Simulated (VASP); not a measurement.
The system is Re.

```xyz
2
Lattice="2.7608 0.0000 0.0000 -1.3804 2.3909 0.0000 0.0000 0.0000 4.4582" Properties=species:S:1:pos:R:3 pbc="T T T"
Re    1.3804    0.7970    3.3436
Re    0.0000    1.5939    1.1145
```

- Program: VASP 6.6.1
- Task: single point
- Functional: PBE
- Potentials or basis: VASP PAW PBE potentials, release 64 (Re)
- Cutoff: 520 eV
- k mesh: 11 × 11 × 6
- Occupations: fermi-dirac, width 0.05 eV
- Spin: no spin polarisation

On this cell: pressure 5.6 GPa; largest force under 0.003 eV/Å; band gap on the k mesh none (metal or under the smearing width).

The same run follows on a disturbed copy (atoms moved at random, drawn with an rms of 0.05 Å):

```xyz
2
Lattice="2.7608 0.0000 0.0000 -1.3804 2.3909 0.0000 0.0000 0.0000 4.4582" Properties=species:S:1:pos:R:3 pbc="T T T"
Re    1.4005    0.7550    3.4064
Re   -0.0082    1.5914    1.0882
```

Question: What changes?

Answer: The energy (extrapolated to zero smearing) moves by +10.1 meV/atom; pressure 7.0 GPa; largest force 0.504 eV/Å; band gap on the k mesh none (metal or under the smearing width).

Forces on the atoms (eV/Å):
```
Re  -0.153  0.208 -0.434
Re   0.153 -0.208  0.434
```

Stress tensor (GPa, compression positive):
```
 5.69  0.72  0.60
 0.72  7.55 -0.87
 0.60 -0.87  7.74
```
